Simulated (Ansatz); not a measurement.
Input for Ansatz (plane-wave DFT, PAW):

```yaml
crystal:
  lattice:
    - [5.9236088876, -2.0451354651, 0.0637469396]
    - [5.9236088876, 2.0451354651, 0.0637469396]
    - [-1.5676279787, 0.0, 3.9091234118]
  atoms:
    - { symbol: In, position: [0.8823100805, 0.8823100805, -0.0089598374] }
    - { symbol: In, position: [0.1176899195, 0.1176899195, 1.0089598374] }
    - { symbol: Se, position: [0.6472813325, 0.6472813325, 0.6212472362] }
    - { symbol: Se, position: [0.3527186675, 0.3527186675, 0.3787527638] }
basis:
  ecutwfc: 420
kpoints:
  mp_grid: { grid: [10, 10, 10] }
hamiltonian:
  xc: pbesol
  dispersion: d3bj
scf:
  occupations: { method: gaussian, width: 0.02 }
output:
  forces: true
  stress: true
  eigenvalues: true
relax:
  adjacent_minimum: "off"
  f_tol: 0.005
  max_steps: 80
  cell: { stress_tol: 0.05 }
```

Launched with
```bash
ansatz run input.yaml --threads 1 --pin off --max-ram 2560MiB --backend cpu --events-out ev --progress --plain --runs-dir out
```

The calculation used DFT PBEsol+D3(BJ), scalar-relativistic, plane waves, PAW in Ansatz 0.2.0.

Abridged output:

```
Pseudopotentials: kind: paw
Pseudopotential: In, paw, valence charge 13, recommended cutoff 420 eV (normal)
Pseudopotential: Se, paw, valence charge 16, recommended cutoff 420 eV (normal)
Functional definition: PBEsol
Crystal: 4 atoms, lattice volume = 95.124 Å³
Basis set: ecut = 420 eV, 1869 PW (Γ), exchange–correlation on 90×90×60 points (8 copies of the dense FFT grid, shifted against one another)
Bands: 35, of which v1, the nominal top of the filled ones, is band 29 counted from 1 (28 counted from 0)
Symmetry: 4 space group operations
Space group: C2/m (ITA 12), of the structure as read, at distance tolerance 4.6e-5 Å
k-points: 282 of 1000
Initial density: superposition of atomic densities (neutral atoms: chi_scale 0, normalization atom), corrected by the library's trained network
Initial wavefunctions: pseudopotential atomic-orbital guess
Functional: x = pbesol(κ = 0.804, μ = 0.12345679), c = pbesol(β = 0.046)
SCF iter   1: F=—  HF=-21902.488557 eV  |F-HF|=—  |Δ(HF+E_count)|=         —  Δρ=3.94e-3  dr2=2.26e-2  ethr=1.77e-3  ⟨swp⟩=7.0  Hψ=41285  notcnv=0  defer=2
SCF iter   2: F=—  HF=-21902.479480 eV  |F-HF|=—  |Δ(HF+E_count)|=   9.08e-3  Δρ=1.72e-3  dr2=3.44e-3  ethr=3.90e-5  ⟨swp⟩=2.7  Hψ=18429  notcnv=0  defer=464
SCF iter   3: F=—  HF=-21902.478591 eV  |F-HF|=—  |Δ(HF+E_count)|=   8.89e-4  Δρ=4.31e-4  dr2=2.11e-4  ethr=5.93e-6  ⟨swp⟩=2.0  Hψ=15991  notcnv=0  defer=464
SCF iter   4: F=—  HF=-21902.478593 eV  |F-HF|=—  |Δ(HF+E_count)|=   2.63e-6  Δρ=2.02e-4  dr2=3.40e-5  ethr=3.64e-7  ⟨swp⟩=2.0  Hψ=11640  notcnv=0  defer=464
SCF iter   5: F=—  HF=-21902.478603 eV  |F-HF|=—  |Δ(HF+E_count)|=   9.61e-6  Δρ=3.28e-5  dr2=1.61e-6  ethr=5.86e-8  ⟨swp⟩=2.4  Hψ=16864  notcnv=0  defer=464
SCF iter   6: F=—  HF=-21902.478603 eV  |F-HF|=—  |Δ(HF+E_count)|=   5.55e-7  Δρ=1.50e-5  dr2=2.16e-7  ethr=2.77e-9  ⟨swp⟩=2.0  Hψ=17584  notcnv=0  defer=464
SCF iter   7: F=-21902.478603 eV  HF=-21902.478603 eV  |F-HF|=1.01e-8  |Δ(HF+E_count)|=   8.23e-8  Δρ=4.10e-6  dr2=1.53e-8  ethr=1.72e-10  ⟨swp⟩=8.3  Hψ=44174  notcnv=0
SCF 1 converged in 7 iterations: F = -21902.478603 eV  dr2 = 1.53e-8
relax step   1: F+E_penalty+E_count = -21902.47860324 eV  Δ(F+E_penalty+E_count) = +0.000e0 eV  max|allowed force component| = 3.634e-2 eV/Å  Δτ_max = 0.0000 Å  P = +0.077 GPa  Ω = 95.124 Å³  (7 SCF iters, dr2 threshold 1.00e-7 eV, accepted)
Crystal: 4 atoms, lattice volume = 95.796 Å³
Basis set: ecut = 420 eV, 1883 PW (Γ), exchange–correlation on 90×90×60 points (8 copies of the dense FFT grid, shifted against one another)
Initial density: handed on by an earlier stage of this run
Initial wavefunctions: those handed on with the density
SCF iter   1: F=—  HF=-21902.478784 eV  |F-HF|=—  |Δ(HF+E_count)|=         —  Δρ=1.35e-3  dr2=1.17e-3  ethr=2.29e-6  ⟨swp⟩=2.5  Hψ=49048  notcnv=0
SCF iter   2: F=—  HF=-21902.478389 eV  |F-HF|=—  |Δ(HF+E_count)|=   3.96e-4  Δρ=5.91e-4  dr2=1.86e-4  ethr=2.01e-6  ⟨swp⟩=3.0  Hψ=19624  notcnv=0
SCF iter   3: F=—  HF=-21902.478337 eV  |F-HF|=—  |Δ(HF+E_count)|=   5.15e-5  Δρ=9.80e-5  dr2=7.16e-6  ethr=3.21e-7  ⟨swp⟩=2.0  Hψ=19357  notcnv=0
SCF iter   4: F=—  HF=-21902.478342 eV  |F-HF|=—  |Δ(HF+E_count)|=   4.69e-6  Δρ=2.89e-5  dr2=8.43e-7  ethr=1.24e-8  ⟨swp⟩=2.0  Hψ=18048  notcnv=0
SCF iter   5: F=-21902.478342 eV  HF=-21902.478342 eV  |F-HF|=6.26e-9  |Δ(HF+E_count)|=   2.95e-7  Δρ=8.56e-6  dr2=6.06e-8  ethr=3.10e-10  ⟨swp⟩=5.9  Hψ=43228  notcnv=0
SCF 2 converged in 5 iterations: F = -21902.478342 eV  dr2 = 6.06e-8
relax step   2: F+E_penalty+E_count = -21902.47834162 eV  Δ(F+E_penalty+E_count) = +2.616e-4 eV  max|allowed force component| = 4.552e-2 eV/Å  Δτ_max = 0.0171 Å  P = -0.134 GPa  Ω = 95.796 Å³  energy of the carried Pulay correction = -1.505e-4 eV  (5 SCF iters, dr2 threshold 1.80e-7 eV, rejected (line search))
Crystal: 4 atoms, lattice volume = 95.359 Å³
Basis set: ecut = 420 eV, 1873 PW (Γ), exchange–correlation on 90×90×60 points (8 copies of the dense FFT grid, shifted against one another)
SCF iter   1: F=—  HF=-21902.479394 eV  |F-HF|=—  |Δ(HF+E_count)|=         —  Δρ=8.77e-4  dr2=5.27e-4  ethr=1.01e-6  ⟨swp⟩=2.5  Hψ=48865  notcnv=0
SCF iter   2: F=—  HF=-21902.479215 eV  |F-HF|=—  |Δ(HF+E_count)|=   1.79e-4  Δρ=3.82e-4  dr2=8.12e-5  ethr=9.09e-7  ⟨swp⟩=3.0  Hψ=18762  notcnv=0
SCF iter   3: F=—  HF=-21902.479189 eV  |F-HF|=—  |Δ(HF+E_count)|=   2.61e-5  Δρ=6.34e-5  dr2=2.85e-6  ethr=1.40e-7  ⟨swp⟩=2.0  Hψ=18110  notcnv=0
SCF iter   4: F=—  HF=-21902.479190 eV  |F-HF|=—  |Δ(HF+E_count)|=   9.73e-7  Δρ=1.89e-5  dr2=3.32e-7  ethr=4.91e-9  ⟨swp⟩=2.0  Hψ=18048  notcnv=0
SCF iter   5: F=—  HF=-21902.479190 eV  |F-HF|=—  |Δ(HF+E_count)|=   1.11e-7  Δρ=5.43e-6  dr2=2.18e-8  ethr=5.73e-10  ⟨swp⟩=2.0  Hψ=18048  notcnv=0
SCF iter   6: F=—  HF=-21902.479190 eV  |F-HF|=—  |Δ(HF+E_count)|=  9.09e-10  Δρ=1.52e-6  dr2=2.65e-9  ethr=3.77e-11  ⟨swp⟩=2.0  Hψ=18048  notcnv=0
SCF iter   7: F=—  HF=-21902.479190 eV  |F-HF|=—  |Δ(HF+E_count)|=   1.63e-9  Δρ=3.79e-7  dr2=1.38e-10  ethr=4.57e-12  ⟨swp⟩=3.0  Hψ=17872  notcnv=0
SCF iter   8: F=-21902.479190 eV  HF=-21902.479190 eV  |F-HF|=7.28e-12  |Δ(HF+E_count)|=  8.00e-11  Δρ=9.17e-8  dr2=8.50e-12  ethr=1.00e-12  ⟨swp⟩=4.0  Hψ=33311  notcnv=0
SCF 3 converged in 8 iterations: F = -21902.479190 eV  dr2 = 8.50e-12
relax step   3: F+E_penalty+E_count = -21902.47918968 eV  Δ(F+E_penalty+E_count) = -5.864e-4 eV  max|allowed force component| = 8.018e-3 eV/Å  Δτ_max = 0.0054 Å  P = +0.007 GPa  Ω = 95.359 Å³  energy of the carried Pulay correction = -5.296e-5 eV  (8 SCF iters, accepted)
Crystal: 4 atoms, lattice volume = 95.428 Å³
SCF iter   1: F=—  HF=-21902.479260 eV  |F-HF|=—  |Δ(HF+E_count)|=         —  Δρ=2.05e-4  dr2=3.71e-5  ethr=6.78e-8  ⟨swp⟩=2.6  Hψ=47251  notcnv=0
SCF iter   2: F=—  HF=-21902.479248 eV  |F-HF|=—  |Δ(HF+E_count)|=   1.15e-5  Δρ=8.00e-5  dr2=4.11e-6  ethr=6.40e-8  ⟨swp⟩=2.0  Hψ=15227  notcnv=0
SCF iter   3: F=—  HF=-21902.479245 eV  |F-HF|=—  |Δ(HF+E_count)|=   2.72e-6  Δρ=1.83e-5  dr2=2.49e-7  ethr=7.08e-9  ⟨swp⟩=2.0  Hψ=15228  notcnv=0
SCF iter   4: F=—  HF=-21902.479246 eV  |F-HF|=—  |Δ(HF+E_count)|=   7.32e-8  Δρ=3.62e-6  dr2=1.60e-8  ethr=4.29e-10  ⟨swp⟩=2.0  Hψ=18048  notcnv=0
SCF iter   5: F=-21902.479246 eV  HF=-21902.479246 eV  |F-HF|=8.04e-10  |Δ(HF+E_count)|=   8.67e-9  Δρ=1.40e-6  dr2=1.94e-9  ethr=2.50e-11  ⟨swp⟩=4.2  Hψ=35581  notcnv=0
SCF 4 converged in 5 iterations: F = -21902.479246 eV  dr2 = 1.94e-9
relax step   4: F+E_penalty+E_count = -21902.47924550 eV  Δ(F+E_penalty+E_count) = -5.582e-5 eV  max|allowed force component| = 2.813e-3 eV/Å  Δτ_max = 0.0022 Å  P = -0.008 GPa  Ω = 95.428 Å³  energy of the carried Pulay correction = -6.838e-5 eV  (5 SCF iters, dr2 threshold 1.45e-8 eV, accepted)
Initial wavefunctions: pseudopotential atomic-orbital guess (no wavefunctions were taken with the density)
SCF iter   1: F=—  HF=-21902.479174 eV  |F-HF|=—  |Δ(HF+E_count)|=         —  Δρ=1.92e-4  dr2=7.41e-7  ethr=1.63e-7  ⟨swp⟩=3.0  Hψ=62891  notcnv=0
SCF iter   2: F=—  HF=-21902.479276 eV  |F-HF|=—  |Δ(HF+E_count)|=   1.02e-4  Δρ=9.72e-5  dr2=1.88e-7  ethr=1.28e-9  ⟨swp⟩=2.2  Hψ=14510  notcnv=0
SCF iter   3: F=—  HF=-21902.479312 eV  |F-HF|=—  |Δ(HF+E_count)|=   3.59e-5  Δρ=1.71e-6  dr2=1.40e-9  ethr=3.24e-10  ⟨swp⟩=1.9  Hψ=10638  notcnv=0
SCF iter   4: F=—  HF=-21902.479312 eV  |F-HF|=—  |Δ(HF+E_count)|=   3.96e-9  Δρ=2.95e-7  dr2=5.41e-11  ethr=2.41e-12  ⟨swp⟩=2.0  Hψ=18048  notcnv=0
SCF iter   5: F=-21902.479312 eV  HF=-21902.479312 eV  |F-HF|=1.82e-11  |Δ(HF+E_count)|=  6.55e-11  Δρ=1.31e-7  dr2=1.47e-11  ethr=1.00e-12  ⟨swp⟩=4.1  Hψ=35851  notcnv=0
SCF 5 converged in 5 iterations: F = -21902.479312 eV  dr2 = 1.47e-11
SCF converged after 5 iterations
Free energy (F): -21902.479312 eV
Harris-Foulkes:  -21902.479312 eV  (|F-HF|=1.82e-11)
Internal energy: -21902.479312 eV  (E = F + TS)
E sigma→0 (E₀):  -21902.479312 eV
Fermi energy:    9.925118 eV
--- Per-component energies (eV) ---
  E_band       = -767.765587
  E_kinetic    = 725.417308
  E_local      = -6894.710830  (includes V_loc(G=0)·N_el)
  E_nonlocal   = -448.219822
  E_hartree    = 3208.347532
  E_xc         = -634.995927
  E_vxc        = -397.744697  (∫ρ·V_xc dr)
  E_paw        = -11903.390348  (= ΣΔE_a)
  E_vpaw       = -169.201464  (= ΣTr[D̂ρ^β])
  E_aug_tail   = -0.001158  (compensation charges beyond the density's cutoff)
  E_ewald      = -5955.999795
  E_disp       = -1.414978  (pairwise vdW)
  E_core_change = 2.488706  (= ΣΔE_core)
  E_smearing   =  0.000000  (= −TS)
--- Forces (eV/Å), atoms counted from 1 ---
  atom   1  In    -0.00209910     0.00000000    -0.00149016
  atom   2  In     0.00209910     0.00000000     0.00149016
  atom   3  Se    -0.00281077     0.00000000    -0.00129977
  atom   4  Se     0.00281077     0.00000000     0.00129977
--- Stress (GPa, compression-positive) ---
       -0.004061       0.000000      -0.003787
        0.000000      -0.027889       0.000000
       -0.003787       0.000000       0.006724
  P = ⅓ Tr σ = -0.0084 GPa (-0.084 kbar)
--- Band table (eV; the first three rows and the last of 282) ---
  k-point 0: bands = ["-37.7138", "-37.7120", "-37.7074", "-37.7072", "-37.6977", "-37.6977", "-37.6853", "-37.6849", "-37.6808", "-37.6808", "-5.0127", "-4.9429", "-4.6490", "-4.6469", "-4.6175", "-4.6133", "-4.5826", "-4.4722", "-4.4713", "-4.3898", "-4.2562", "-1.9555", "4.6024", "5.6674", "5.9330", "6.8666", "7.0108", "7.6296", "7.7788", "12.1081", "13.4864", "14.1236", "14.9581", "15.0378", "15.3219"]
  k-point 1: bands = ["-37.7138", "-37.7119", "-37.7074", "-37.7072", "-37.6977", "-37.6976", "-37.6853", "-37.6849", "-37.6808", "-37.6807", "-5.0112", "-4.9420", "-4.6502", "-4.6451", "-4.6175", "-4.6172", "-4.5841", "-4.4715", "-4.4650", "-4.3899", "-4.1940", "-2.0029", "4.6091", "5.1671", "5.7351", "7.0574", "7.2458", "7.8588", "8.0697", "12.0140", "13.1988", "14.0795", "14.5601", "14.8180", "16.1119"]
  k-point 2: bands = ["-37.7138", "-37.7119", "-37.7074", "-37.7072", "-37.6978", "-37.6976", "-37.6853", "-37.6849", "-37.6808", "-37.6807", "-5.0044", "-4.9419", "-4.6536", "-4.6407", "-4.6267", "-4.6143", "-4.5883", "-4.4699", "-4.4553", "-4.3888", "-4.0114", "-2.1418", "4.1579", "4.7139", "5.6339", "7.2003", "7.8634", "8.0618", "8.8204", "11.7324", "12.2680", "13.8058", "14.3895", "15.4003", "16.4767"]
  k-point 281: bands = ["-37.7139", "-37.7117", "-37.7078", "-37.7068", "-37.6980", "-37.6974", "-37.6852", "-37.6851", "-37.6808", "-37.6806", "-5.0676", "-4.7465", "-4.7316", "-4.6858", "-4.6678", "-4.5963", "-4.5763", "-4.5516", "-4.3826", "-4.3483", "-3.4038", "-2.5304", "2.8740", "3.7649", "6.9262", "7.9959", "8.0275", "8.1848", "9.6445", "11.3938", "12.6536", "12.8204", "12.9300", "14.1265", "15.4093"]
--- Relaxed structure (4 steps of the walk, 3 accepted, 1 SCFs on fresh bases) ---
  F+E_penalty+E_count = -21902.47931206 eV   max|allowed force component| = 2.811e-3 eV/Å   (the final SCF, on the basis selected at the relaxed cell)
  cell:  # Å, volume = 95.4281 Å³
    - [5.91671945, -2.04430230, 0.06494090]
    - [5.91671945, 2.04430230, 0.06494090]
    - [-1.56521539, 0.0, 3.92757557]
  atoms:
    - { symbol: In, position: [0.88207549, 0.88207549, -0.01065252] }
    - { symbol: In, position: [0.11792450, 0.11792450, 1.01065252] }
    - { symbol: Se, position: [0.64765200, 0.64765200, 0.62276296] }
    - { symbol: Se, position: [0.35234799, 0.35234799, 0.37723703] }
```

The relaxation met its thresholds.

It took 5.4 min on 1 thread of AMD EPYC 7R43 64-Core Processor (Zen 3), with other jobs on the host, peak memory 0.95 GiB.